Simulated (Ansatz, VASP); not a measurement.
# ZnSe: VASP beside Ansatz

```
CELL_PARAMETERS angstrom
0.00000 2.86592 2.86592
2.86592 0.00000 2.86592
2.86592 2.86592 0.00000
ATOMIC_POSITIONS crystal
Zn 0.00000 0.00000 0.00000
Se 0.75000 0.75000 0.75000
```

Alike in both runs: functional PBE; k mesh 8 × 8 × 8; occupations gaussian, width 0.02 eV; no spin polarisation.

Ansatz relaxed the structure, and its values are those at the end. VASP's run is a single point on that final structure, the one shown.

|  | VASP | Ansatz |
| --- | --- | --- |
| version | VASP 6.6.1 | Ansatz 0.2.0 |
| potentials or method | VASP PAW PBE potentials, release 64 (Zn, Se) | scalar-relativistic, plane waves, PAW |
| plane-wave cutoff (eV) | 520 | 420 |
| valence electrons in the cell | 18 | 28 |

```csv
,VASP,Ansatz,Ansatz less VASP
gap on the k mesh at the Fermi level (eV),1.16,1.15,-0.001
least direct gap on the mesh (eV),1.16,1.15,-0.001
pressure (GPa),0.2,0.0,-0.21
```

The two sets of potentials don't hold the same shells in valence.
